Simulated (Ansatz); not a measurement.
Calculation for K₂S: DFT, PBEsol, all-electron LAPW, scalar-relativistic (Ansatz 0.2.0).

The base volume is that of a database entry, so it needn't be at zero pressure; the structure needn't be the stable phase, at rest or compressed.

Command: `ansatz run input.yaml --threads 1 --pin off --max-ram 3072MiB --backend cpu --events-out ev --progress --plain --runs-dir out` It took 6.2 s on 1 thread of Intel(R) Xeon(R) 6975P-C (Granite Rapids) (shared host), peak memory 0.28 GiB.

```yaml
crystal:
  lattice:
    - [0.0, 3.6955, 3.6955]
    - [3.6955, 0.0, 3.6955]
    - [3.6955, 3.6955, 0.0]
  atoms:
    - { symbol: K, position: [0.25, 0.25, 0.25] }
    - { symbol: K, position: [0.75, 0.75, 0.75] }
    - { symbol: S, position: [0.0, 0.0, 0.0] }
kpoints:
  mp_grid: { grid: [7, 7, 7] }
  band_path:
    path:
      - [0.0, 0.0, 0.0]
      - [0.5, 0.0, 0.5]
      - [0.625, 0.25, 0.625]
      - [0.375, 0.375, 0.75]
      - [0.0, 0.0, 0.0]
      - [0.5, 0.5, 0.5]
      - [0.5, 0.25, 0.75]
      - [0.5, 0.0, 0.5]
    npoints: 14
scf:
  occupations: { method: fermi_dirac, width: 0.03 }
hamiltonian:
  xc: pbesol
  pseudopotentials: { kind: all_electron, lapw: { basis_error: 0.001 } }
output:
  forces: true
  stress: true
  eigenvalues: true
  populations: true
```

Output:

```
K: projections on atomic orbitals take those of the free atom 1s2 2s2 2p6 3s2 3p6 4s1, of charge +0.00 (hamiltonian.pseudopotentials.projection_atoms)
S: projections on atomic orbitals take those of the free atom 1s2 2s2 2p6 3s2 3p4, of charge +0.00 (hamiltonian.pseudopotentials.projection_atoms)
LAPW: plane waves up to 5.855 Å⁻¹, error target 1.0e-3 eV per atom; small_component_spin mean_spin; S in spheres of 1.551 Å, 14 of its electrons in bands, Dirac shells []; K in spheres of 1.649 Å, 9 of its electrons in bands, Dirac shells [] (how accurate: hamiltonian.pseudopotentials.lapw.basis_error, Limitations)
Engine: ansatz 0.2.0
Pseudopotentials: kind: all_electron
Pseudopotential: K, LAPW, valence charge 9, lapw/all_electron/scalar/gaussian/K, Koelling and Harmon's equation, gaussian nucleus
Pseudopotential: S, LAPW, valence charge 14, lapw/all_electron/scalar/gaussian/S, Koelling and Harmon's equation, gaussian nucleus
Functional definition: PBEsol
  exchange = pbesol_x
  correlation = pbesol_c
Crystal: 3 atoms, lattice volume = 100.937 Å³
Basis set: ecut = 130.62610561139456 eV, 331 PW (Γ), exchange–correlation at level 2
Bands: 20, of which v1, the nominal top of the filled ones, is band 16 counted from 1 (15 counted from 0)
Symmetry: 48 space group operations
Space group: Fm-3m (ITA 225), of the structure as read, at distance tolerance 4.7e-5 Å
k-points: 20 of 343
Non-local potential: K, projectors of the file, none
Non-local potential: S, projectors of the file, none
Initial density: superposition of atomic densities (chi_scale 0.1, normalization cell, long waves kept (reshape's long-wave potential 0.00 eV rms))
Initial wavefunctions: plane waves of lowest kinetic energy (no species holds an atomic orbital)
Functional: x = pbesol(κ = 0.804, μ = 0.12345679012345678), c = pbesol(β = 0.046)
iter 1 solved again at ethr=8.92e-3 eV; its pass at ethr=1.00e-1 eV (dr2=2.85e0 eV) is discarded
SCF iter   1: F=—  HF=-43575.826171 eV  |F-HF|=—  |Δ(HF+E_count)|=         —  Δρ=2.88e-2  dr2=2.85e0  ethr=8.92e-3  ⟨swp⟩=2.0  Hψ=2709  notcnv=0
preconditioner: auto → none  [insulator: Δε(μ)=3.859 eV  Ē_g=14.080 eV  σ=0.030 eV  W_gap=1.00  n_scr=14 (ndim 8)  ℏωp=16.5 eV  f_vac=0.000  D(μ)=0.00/eV (n_scr^D=0)  ε∞_Penn≈2.4]
iter 2 solved again at ethr=1.82e-4 eV; its pass at ethr=8.91e-3 eV (dr2=5.83e-2 eV) is discarded
SCF iter   2: F=—  HF=-43574.664991 eV  |F-HF|=—  |Δ(HF+E_count)|=    1.16e0  Δρ=6.98e-3  dr2=5.82e-2  ethr=1.82e-4  ⟨swp⟩=2.9  Hψ=2307  notcnv=0  defer=1
SCF iter   3: F=—  HF=-43574.497225 eV  |F-HF|=—  |Δ(HF+E_count)|=   1.68e-1  Δρ=4.46e-3  dr2=7.22e-2  ethr=1.82e-4  ⟨swp⟩=3.2  Hψ=1503  notcnv=0
SCF iter   4: F=—  HF=-43574.498164 eV  |F-HF|=—  |Δ(HF+E_count)|=         —  Δρ=5.06e-4  dr2=3.44e-4  ethr=1.82e-4  ⟨swp⟩=3.0  Hψ=1408  notcnv=0
the basis was enlarged: its passes take 218.7 KiB over the memory plan, 1 of 1 planned eigensolver slots
SCF iter   5: F=—  HF=-43574.498347 eV  |F-HF|=—  |Δ(HF+E_count)|=   1.84e-4  Δρ=1.27e-4  dr2=5.41e-5  ethr=1.08e-6  ⟨swp⟩=3.0  Hψ=1401  notcnv=0
SCF iter   6: F=—  HF=-43574.498428 eV  |F-HF|=—  |Δ(HF+E_count)|=   8.07e-5  Δρ=1.71e-5  dr2=8.16e-7  ethr=1.69e-7  ⟨swp⟩=3.0  Hψ=1339  notcnv=0
SCF iter   7: F=-43574.498430 eV  HF=-43574.498430 eV  |F-HF|=7.79e-8  |Δ(HF+E_count)|=   2.36e-6  Δρ=4.36e-6  dr2=4.76e-8  ethr=2.55e-9  ⟨swp⟩=3.0  Hψ=1363  notcnv=0
SCF 1 converged in 7 iterations: F = -43574.498430 eV  dr2 = 4.76e-8
NSCF: frozen V_eff on 99 k-points
SCF converged after 7 iterations
Free energy (F): -43574.498430 eV
Harris-Foulkes:  -43574.498430 eV  (|F-HF|=7.79e-8)
Internal energy: -43574.498430 eV  (E = F + TS)
E sigma→0 (E₀):  -43574.498430 eV
Fermi energy:    4.190245 eV
--- Per-component energies (eV) ---
  E_band       = -1480.848193
  E_kinetic    = 43838.754189
  E_xc         = -2457.350262
  E_electrostatic = -84955.902358  (all electrons and nuclei)
  E_smearing   = -0.000000  (= −TS)
  E_closure    = 0.000000  (closes the sum)
  E_atoms      = -43564.693474  (free atoms, spherical and without spin; not in F)
  Σ components = -43574.498430   (vs F -43574.498430, Δ=0.00e0)
  Basis errors (estimates in eV, not in F): energy 3.8e-4 per atom: plane waves 3.4e-4 (1.9e-4 summed), levels above the bands 1.5e-83, relativity 2.9e-9, radial functions 4.3e-5, core shells 2.0e-7; eigenvalues (radial functions only) 3.4e-6; not estimated: angular momenta, meshes, grids; target (lapw.basis_error) 1.0e-3; muffin-tin radii S 1.551 Å, K 1.649 Å
--- Forces (eV/Å), atoms counted from 1 ---
  atom   1  K      0.00000000     0.00000000     0.00000000
  atom   2  K     -0.00000000    -0.00000000    -0.00000000
  atom   3  S      0.00000000     0.00000000     0.00000000
  max |Σ_I F_I| component: 9.25e-18 eV/Å
--- Stress (GPa, compression-positive) ---
       -0.422788       0.000000      -0.000000
        0.000000      -0.422788       0.000000
       -0.000000       0.000000      -0.422788
  P = ⅓ Tr σ = -0.4228 GPa (-4.228 kbar)
--- Band table (eV; the first three rows and the last of 20) ---
  k-point 0: bands = ["-199.3231", "-144.3788", "-144.3788", "-144.3788", "-26.0438", "-25.9572", "-9.7093", "-9.7093", "-9.7093", "-9.4619", "-9.4619", "-9.4619", "-6.6184", "2.7701", "2.7701", "2.7701", "5.2696", "8.3902", "8.3902", "10.4366"]
  k-point 1: bands = ["-199.3231", "-144.3788", "-144.3788", "-144.3788", "-26.0393", "-25.9613", "-9.7048", "-9.6987", "-9.6987", "-9.4967", "-9.4758", "-9.4758", "-6.5753", "2.6259", "2.7953", "2.7953", "5.6937", "8.4199", "8.4199", "9.9787"]
  k-point 2: bands = ["-199.3231", "-144.3788", "-144.3788", "-144.3788", "-26.0268", "-25.9729", "-9.6983", "-9.6682", "-9.6682", "-9.5672", "-9.5137", "-9.5137", "-6.4840", "2.4297", "2.8522", "2.8522", "6.5633", "8.5407", "8.5407", "9.1734"]
  k-point 19: bands = ["-199.3231", "-144.3788", "-144.3788", "-144.3788", "-26.0008", "-25.9973", "-9.8925", "-9.7880", "-9.6455", "-9.5613", "-9.4280", "-9.4049", "-6.3605", "2.5191", "2.6486", "2.9564", "6.6533", "8.5357", "8.9057", "9.5407"]
--- Löwdin populations: 3 sites ---
  site symbol       q [e]
     0      K     18.3036
     1      K     18.3036
     2      S     17.2379
  spilling = 0.002868 (of n_electrons = 54.000000)
```

populations.tsv:

```
# site	symbol	l	j	q
# orbitals = lowdin
# n_electrons = 54.000000
# spilling = 0.002868
# projection_atom_K: 1s2 2s2 2p6 3s2 3p6 4s1
# projection_atom_S: 1s2 2s2 2p6 3s2 3p4
0	K	0_1S	-	1.999982
0	K	0_2S	-	1.998894
0	K	0_3S	-	1.967473
0	K	0_4S	-	0.349939
0	K	1_2P	-	5.999979
0	K	1_3P	-	5.987366
1	K	0_1S	-	1.999982
1	K	0_2S	-	1.998894
1	K	0_3S	-	1.967473
1	K	0_4S	-	0.349939
1	K	1_2P	-	5.999979
1	K	1_3P	-	5.987366
2	S	0_1S	-	1.999957
2	S	0_2S	-	1.997160
2	S	0_3S	-	1.855348
2	S	1_2P	-	5.999839
2	S	1_3P	-	5.385549
```

Next run (volume at 0.7 of the series' base cell), as changes to the input before:

```diff
   lattice:
-    - [0.0, 3.6955, 3.6955]
-    - [3.6955, 0.0, 3.6955]
-    - [3.6955, 3.6955, 0.0]
+    - [0.0, 3.2812492384, 3.2812492384]
+    - [3.2812492384, 0.0, 3.2812492384]
+    - [3.2812492384, 3.2812492384, 0.0]
   atoms:
-    npoints: 14
+    npoints: 6
 scf:
```

Results part of the output:

```
SCF 1 converged in 7 iterations: F = -43573.594979 eV  dr2 = 1.23e-8
NSCF: frozen V_eff on 43 k-points
SCF converged after 7 iterations
Free energy (F): -43573.594979 eV
Harris-Foulkes:  -43573.594979 eV  (|F-HF|=1.41e-8)
Internal energy: -43573.594979 eV  (E = F + TS)
E sigma→0 (E₀):  -43573.594979 eV
Fermi energy:    7.709590 eV
--- Per-component energies (eV) ---
  E_band       = -4576.817432
  E_kinetic    = 43856.574720
  E_xc         = -2462.281656
  E_electrostatic = -84967.888043  (all electrons and nuclei)
  E_smearing   = -0.000000  (= −TS)
  E_closure    = 0.000000  (closes the sum)
  E_atoms      = -43564.693474  (free atoms, spherical and without spin; not in F)
  Σ components = -43573.594979   (vs F -43573.594979, Δ=0.00e0)
  Basis errors (estimates in eV, not in F): energy 4.3e-4 per atom: plane waves 3.8e-4 (2.2e-4 summed), levels above the bands 2.8e-93, relativity 1.3e-8, radial functions 4.9e-5, core shells 2.2e-7; eigenvalues (radial functions only) 7.8e-6; not estimated: angular momenta, meshes, grids; target (lapw.basis_error) 1.0e-3; muffin-tin radii S 1.365 Å, K 1.476 Å
--- Forces (eV/Å), atoms counted from 1 ---
  atom   1  K      0.00000000    -0.00000000    -0.00000000
  atom   2  K      0.00000000     0.00000000    -0.00000000
  atom   3  S     -0.00000000    -0.00000000     0.00000000
  max |Σ_I F_I| component: 1.85e-17 eV/Å
--- Stress (GPa, compression-positive) ---
       13.961118       0.000000      -0.000000
        0.000000      13.961118      -0.000000
       -0.000000      -0.000000      13.961118
  P = ⅓ Tr σ = 13.9611 GPa (139.611 kbar)
--- Band table (eV; the first three rows and the last of 20) ---
  k-point 0: bands = ["-266.7521", "-266.7521", "-266.7521", "-266.7521", "-266.7521", "-266.7521", "-195.9582", "-140.9976", "-140.9976", "-140.9976", "-22.6223", "-22.2893", "-6.4283", "-6.4283", "-6.4283", "-5.8109", "-5.8109", "-5.8109", "-3.9839", "5.3008", "5.3008", "5.3008", "9.2469", "11.1735", "11.1735", "14.7384", "14.7384"]
  k-point 1: bands = ["-266.7521", "-266.7521", "-266.7521", "-266.7521", "-266.7521", "-266.7521", "-195.9582", "-140.9976", "-140.9976", "-140.9976", "-22.6046", "-22.3047", "-6.4338", "-6.4056", "-6.4056", "-5.9890", "-5.8495", "-5.8495", "-3.7757", "5.2093", "5.3796", "5.3796", "9.7765", "11.2919", "11.2919", "13.9996", "14.6886"]
  k-point 2: bands = ["-266.7521", "-266.7521", "-266.7521", "-266.7521", "-266.7521", "-266.7521", "-195.9582", "-140.9976", "-140.9976", "-140.9976", "-22.5557", "-22.3483", "-6.5274", "-6.3382", "-6.3382", "-6.2056", "-5.9523", "-5.9523", "-3.4181", "5.1565", "5.5648", "5.5648", "10.7111", "11.6260", "11.6260", "13.4106", "14.4188"]
  k-point 19: bands = ["-266.7521", "-266.7521", "-266.7521", "-266.7521", "-266.7521", "-266.7521", "-195.9582", "-140.9976", "-140.9976", "-140.9976", "-22.4528", "-22.4394", "-7.1656", "-6.7038", "-6.3140", "-6.0803", "-5.7029", "-5.6370", "-3.0949", "5.3477", "5.5852", "6.0337", "9.5669", "12.2212", "12.6446", "13.1324", "13.9404"]
--- Löwdin populations: 3 sites ---
  site symbol       q [e]
     0      K     18.2673
     1      K     18.2673
     2      S     17.2737
  spilling = 0.003549 (of n_electrons = 54.000000)
```

Next run (volume at 0.65 of the series' base cell), as changes to the input before:

```diff
   lattice:
-    - [0.0, 3.2812492384, 3.2812492384]
-    - [3.2812492384, 0.0, 3.2812492384]
-    - [3.2812492384, 3.2812492384, 0.0]
+    - [0.0, 3.2011866138, 3.2011866138]
+    - [3.2011866138, 0.0, 3.2011866138]
+    - [3.2011866138, 3.2011866138, 0.0]
   atoms:
```

Results part of the output:

```
SCF 1 converged in 7 iterations: F = -43573.065277 eV  dr2 = 8.68e-9
NSCF: frozen V_eff on 43 k-points
SCF converged after 7 iterations
Free energy (F): -43573.065277 eV
Harris-Foulkes:  -43573.065277 eV  (|F-HF|=1.16e-8)
Internal energy: -43573.065277 eV  (E = F + TS)
E sigma→0 (E₀):  -43573.065277 eV
Fermi energy:    8.530565 eV
--- Per-component energies (eV) ---
  E_band       = -4539.401173
  E_kinetic    = 43861.992244
  E_xc         = -2463.626274
  E_electrostatic = -84971.431247  (all electrons and nuclei)
  E_smearing   = -0.000000  (= −TS)
  E_closure    = 0.000000  (closes the sum)
  E_atoms      = -43564.693474  (free atoms, spherical and without spin; not in F)
  Σ components = -43573.065277   (vs F -43573.065277, Δ=0.00e0)
  Basis errors (estimates in eV, not in F): energy 4.3e-4 per atom: plane waves 3.8e-4 (2.2e-4 summed), levels above the bands 2.5e-94, relativity 8.9e-9, radial functions 4.1e-5, core shells 4.1e-7; eigenvalues (radial functions only) 8.2e-6; not estimated: angular momenta, meshes, grids; target (lapw.basis_error) 1.0e-3; muffin-tin radii S 1.329 Å, K 1.444 Å
--- Forces (eV/Å), atoms counted from 1 ---
  atom   1  K      0.00000000     0.00000000     0.00000000
  atom   2  K      0.00000000    -0.00000000    -0.00000000
  atom   3  S     -0.00000000     0.00000000     0.00000000
  max |Σ_I F_I| component: 4.16e-17 eV/Å
--- Stress (GPa, compression-positive) ---
       19.990920       0.000000      -0.000000
        0.000000      19.990920      -0.000000
       -0.000000      -0.000000      19.990920
  P = ⅓ Tr σ = 19.9909 GPa (199.909 kbar)
--- Band table (eV; the first three rows and the last of 20) ---
  k-point 0: bands = ["-265.8361", "-265.8361", "-265.8361", "-265.8361", "-265.8361", "-265.8361", "-195.0781", "-140.1127", "-140.1127", "-140.1127", "-21.8210", "-21.3885", "-5.6546", "-5.6546", "-5.6546", "-4.9216", "-4.9216", "-4.9216", "-3.2762", "5.9536", "5.9536", "5.9536", "10.2688", "11.8505", "11.8505", "15.8387", "15.8387"]
  k-point 1: bands = ["-265.8361", "-265.8361", "-265.8361", "-265.8361", "-265.8361", "-265.8361", "-195.0781", "-140.1127", "-140.1127", "-140.1127", "-21.7979", "-21.4084", "-5.6665", "-5.6289", "-5.6289", "-5.1645", "-4.9687", "-4.9687", "-2.9947", "5.8854", "6.0502", "6.0502", "10.8199", "11.9933", "11.9933", "15.0093", "15.7294"]
  k-point 2: bands = ["-265.8361", "-265.8361", "-265.8361", "-265.8361", "-265.8361", "-265.8361", "-195.0781", "-140.1127", "-140.1127", "-140.1127", "-21.7342", "-21.4648", "-5.8131", "-5.5517", "-5.5517", "-5.4160", "-5.0935", "-5.0935", "-2.5484", "5.8960", "6.2793", "6.2793", "11.7276", "12.3854", "12.3854", "14.4881", "15.3506"]
  k-point 19: bands = ["-265.8361", "-265.8361", "-265.8361", "-265.8361", "-265.8361", "-265.8361", "-195.0781", "-140.1127", "-140.1127", "-140.1127", "-21.5996", "-21.5823", "-6.5822", "-6.0025", "-5.5315", "-5.2480", "-4.7862", "-4.7053", "-2.1885", "6.1265", "6.3918", "6.8702", "10.2992", "13.1075", "13.5278", "14.0123", "14.8892"]
--- Löwdin populations: 3 sites ---
  site symbol       q [e]
     0      K     18.2558
     1      K     18.2558
     2      S     17.2788
  spilling = 0.003883 (of n_electrons = 54.000000)
```

Next run (volume at 0.4 of the series' base cell), as changes to the input before:

```diff
   lattice:
-    - [0.0, 3.2011866138, 3.2011866138]
-    - [3.2011866138, 0.0, 3.2011866138]
-    - [3.2011866138, 3.2011866138, 0.0]
+    - [0.0, 2.7228676806, 2.7228676806]
+    - [2.7228676806, 0.0, 2.7228676806]
+    - [2.7228676806, 2.7228676806, 0.0]
   atoms:
```

Command: `ansatz run input.yaml --threads 1 --pin off --max-ram 3072MiB --backend cpu --events-out ev --progress --plain --runs-dir out` It took 5 s on 1 thread of Intel(R) Xeon(R) 6975P-C (Granite Rapids) (shared host), peak memory 0.29 GiB.

Results part of the output:

```
SCF 1 converged in 7 iterations: F = -43564.610840 eV  dr2 = 8.99e-9
NSCF: frozen V_eff on 43 k-points
SCF converged after 7 iterations
Free energy (F): -43564.610840 eV
Harris-Foulkes:  -43564.610840 eV  (|F-HF|=4.86e-9)
Internal energy: -43564.610840 eV  (E = F + TS)
E sigma→0 (E₀):  -43564.610840 eV
Fermi energy:    15.695838 eV
--- Per-component energies (eV) ---
  E_band       = -5558.332555
  E_kinetic    = 43914.167520
  E_xc         = -2475.613892
  E_electrostatic = -85003.164468  (all electrons and nuclei)
  E_smearing   = -0.000000  (= −TS)
  E_closure    = 0.000000  (closes the sum)
  E_atoms      = -43564.693474  (free atoms, spherical and without spin; not in F)
  Σ components = -43564.610840   (vs F -43564.610840, Δ=0.00e0)
  Basis errors (estimates in eV, not in F): energy 4.3e-4 per atom: plane waves 4.1e-4 (2.3e-4 summed), levels above the bands 3.5e-102, relativity 1.1e-8, radial functions 2.9e-5, core shells 2.4e-14; eigenvalues (radial functions only) 3.3e-6; not estimated: angular momenta, meshes, grids; target (lapw.basis_error) 1.0e-3; muffin-tin radii S 1.114 Å, K 1.244 Å
--- Forces (eV/Å), atoms counted from 1 ---
  atom   1  K      0.00000000    -0.00000000    -0.00000000
  atom   2  K      0.00000000    -0.00000000     0.00000000
  atom   3  S     -0.00000000    -0.00000000    -0.00000000
  max |Σ_I F_I| component: 1.20e-16 eV/Å
--- Stress (GPa, compression-positive) ---
      114.163788      -0.000000       0.000000
       -0.000000     114.163788       0.000000
        0.000000       0.000000     114.163788
  P = ⅓ Tr σ = 114.1638 GPa (1141.638 kbar)
--- Band table (eV; the first three rows and the last of 20) ---
  k-point 0: bands = ["-331.4013", "-331.4013", "-258.4265", "-258.4265", "-258.4265", "-258.4265", "-258.4265", "-258.4265", "-187.7771", "-132.7687", "-132.7687", "-132.7687", "-15.9604", "-13.9314", "0.3172", "0.3172", "0.3172", "2.2563", "2.2563", "2.2563", "3.4325", "11.4765", "11.4765", "11.4765", "17.3384", "17.3384", "18.8197", "25.4674", "25.4674"]
  k-point 1: bands = ["-331.4013", "-331.4013", "-258.4265", "-258.4265", "-258.4265", "-258.4265", "-258.4265", "-258.4265", "-187.7771", "-132.7687", "-132.7687", "-132.7687", "-15.8562", "-14.0261", "0.2025", "0.3591", "0.3591", "1.3221", "2.0979", "2.0979", "4.4963", "11.7124", "11.7616", "11.7616", "17.7311", "17.7311", "19.4920", "23.6013", "24.4790"]
  k-point 2: bands = ["-331.4013", "-331.4013", "-258.4265", "-258.4265", "-258.4265", "-258.4265", "-258.4265", "-258.4265", "-187.7771", "-132.7687", "-132.7687", "-132.7687", "-15.5651", "-14.2951", "-0.4217", "0.4985", "0.4985", "0.8047", "1.7063", "1.7063", "5.5888", "12.4923", "12.4923", "12.6208", "18.7091", "18.7091", "19.7448", "23.0073", "23.0073"]
  k-point 19: bands = ["-331.4013", "-331.4013", "-258.4265", "-258.4265", "-258.4265", "-258.4265", "-258.4265", "-258.4265", "-187.7771", "-132.7687", "-132.7687", "-132.7687", "-14.8990", "-14.8219", "-2.4146", "-0.9168", "0.4419", "1.2890", "2.7774", "3.0617", "5.8653", "13.4760", "13.8345", "14.0334", "17.0180", "20.4125", "20.6902", "21.4423", "22.5264"]
--- Löwdin populations: 3 sites ---
  site symbol       q [e]
     0      K     18.1368
     1      K     18.1368
     2      S     17.1803
  spilling = 0.010111 (of n_electrons = 54.000000)
```

The structure type is held throughout; the real material can change phase at far lower pressure.
